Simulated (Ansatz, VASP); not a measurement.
**MgSi2N2: VASP beside Ansatz**

```
Mg Si N
1.0
     3.03745    1.75367    3.47701
    -3.03745    1.75367    3.47701
     0.00000   -3.50734    3.47701
Mg Si N
1 2 2
Direct
  0.00000 0.00000 0.00000
  0.66060 0.66060 0.66060
  0.33940 0.33940 0.33940
  0.18687 0.18687 0.18687
  0.81313 0.81313 0.81313
```

Alike in both runs: functional PBE; k mesh 6 × 6 × 6; occupations gaussian, width 0.02 eV; no spin polarisation.

Ansatz relaxed the structure, and its values are those at the end. VASP's run is a single point on that final structure, the one shown.

|  | VASP | Ansatz |
| --- | --- | --- |
| version | VASP 6.6.1 | Ansatz 0.2.0 |
| potentials or method | VASP PAW PBE potentials, release 64 (Mg, Si, N) | scalar-relativistic, plane waves, PAW |
| plane-wave cutoff (eV) | 520 | 420 |
| valence electrons in the cell | 20 | 28 |

|  | VASP | Ansatz | Ansatz less VASP |
| --- | --- | --- | --- |
| gap on the k mesh at the Fermi level (eV) | 1.84 | 1.82 | -0.016 |
| least direct gap on the mesh (eV) | 1.89 | 1.88 | -0.007 |
| pressure (GPa) | 0.0 | 0.0 | -0.03 |
| rms of the force components (eV/Å) | 0.039 | 0.000 | -0.0390 |

The functional is the same, so the differences come from potentials, cutoffs and numerics. The two sets of potentials don't hold the same shells in valence.

A k mesh can miss the band edges.
